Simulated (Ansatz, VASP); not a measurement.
## Ni: VASP beside Ansatz

File INCAR:

```
  ALGO = Normal
  EDIFF = 1E-6
  ENCUT = 520
  GGA = PE
  ISIF = 2
  ISMEAR = -1
  ISPIN = 2
  LASPH = T
  LCHARG = F
  LMAXMIX = 4
  LORBIT = 11
  LREAL = F
  LWAVE = F
  MAGMOM = 1
  NELM = 150
  PREC = Accurate
  SIGMA = 0.05
```

KPOINTS

```
k-points
0
Gamma
  13 13 13
```

The input POSCAR:

```
Ni
1.0
    0.0000000000      1.7375729330      1.7375729330
    1.7375729330      0.0000000000      1.7375729330
    1.7375729330      1.7375729330      0.0000000000
Ni
1
Direct
    0.0000000000      0.0000000000      0.0000000000
```

File KPOINTS_OPT:

```
path GXWKGLUWLK,UX
10
line-mode
reciprocal
 0.0000000000  0.0000000000  0.0000000000  G
 0.5000000000  0.0000000000  0.5000000000  X

 0.5000000000  0.0000000000  0.5000000000  X
 0.5000000000  0.2500000000  0.7500000000  W

 0.5000000000  0.2500000000  0.7500000000  W
 0.3750000000  0.3750000000  0.7500000000  K

 0.3750000000  0.3750000000  0.7500000000  K
 0.0000000000  0.0000000000  0.0000000000  G

 0.0000000000  0.0000000000  0.0000000000  G
 0.5000000000  0.5000000000  0.5000000000  L

 0.5000000000  0.5000000000  0.5000000000  L
 0.6250000000  0.2500000000  0.6250000000  U

 0.6250000000  0.2500000000  0.6250000000  U
 0.5000000000  0.2500000000  0.7500000000  W

 0.5000000000  0.2500000000  0.7500000000  W
 0.5000000000  0.5000000000  0.5000000000  L

 0.5000000000  0.5000000000  0.5000000000  L
 0.3750000000  0.3750000000  0.7500000000  K

 0.6250000000  0.2500000000  0.6250000000  U
 0.5000000000  0.0000000000  0.5000000000  X
```

input.yaml

```yaml
crystal:
  lattice:
    - [0.0, 1.737572933, 1.737572933]
    - [1.737572933, 0.0, 1.737572933]
    - [1.737572933, 1.737572933, 0.0]
  atoms:
    - { symbol: Ni, position: [0.0, 0.0, 0.0], spin: 1.0 }
hamiltonian:
  xc: pbe
  pseudopotentials: { kind: paw }
magnetization:
  spin_polarized: true
kpoints:
  mp_grid: { grid: [13, 13, 13] }
  band_path:
    path:
      - [[0.0, 0.0, 0.0], [0.5, 0.0, 0.5], [0.5, 0.25, 0.75], [0.375, 0.375, 0.75], [0.0, 0.0, 0.0], [0.5, 0.5, 0.5], [0.625, 0.25, 0.625], [0.5, 0.25, 0.75], [0.5, 0.5, 0.5], [0.375, 0.375, 0.75]]
      - [[0.625, 0.25, 0.625], [0.5, 0.0, 0.5]]
    npoints: 14
scf:
  occupations: { method: fermi_dirac, width: 0.05 }
  n_extra_bands: 6
output:
  forces: true
  stress: true
  eigenvalues: true
  fatbands: false
```

Alike in both runs: task band structure; functional PBE; k mesh 13 × 13 × 13; occupations fermi-dirac, width 0.05 eV; collinear spin, ferromagnetic start.

|  | VASP | Ansatz |
| --- | --- | --- |
| version | VASP 6.6.1 | Ansatz 0.2.0 |
| potentials or method | VASP PAW PBE potentials, release 54 (Ni) | Ansatz PAW |
| plane-wave cutoff (eV) | 520 | 420 |
| valence electrons in the cell | 10 | 18 |

VASP gave:

```
gap on the k mesh at the Fermi level (eV)                     : none
pressure (GPa)                                                : 8.0
net moment per atom (μB)                                      : 0.62
size of the moment on the site where the two differ most (μB) : 0.63
```

Q: Which values does Ansatz return?

A: gap on the k mesh at the Fermi level (eV): none; pressure (GPa): 8.1; net moment per atom (μB): 0.63; size of the moment on the site where the two differ most (μB): 0.67.

Site moments also hang on the region over which each program counts them. A gap of «none» marks a metal or a gap that the smearing closes. With one functional, cell and mesh, what is left measures potentials, basis and numerics. The two sets of potentials don't hold the same shells in valence.
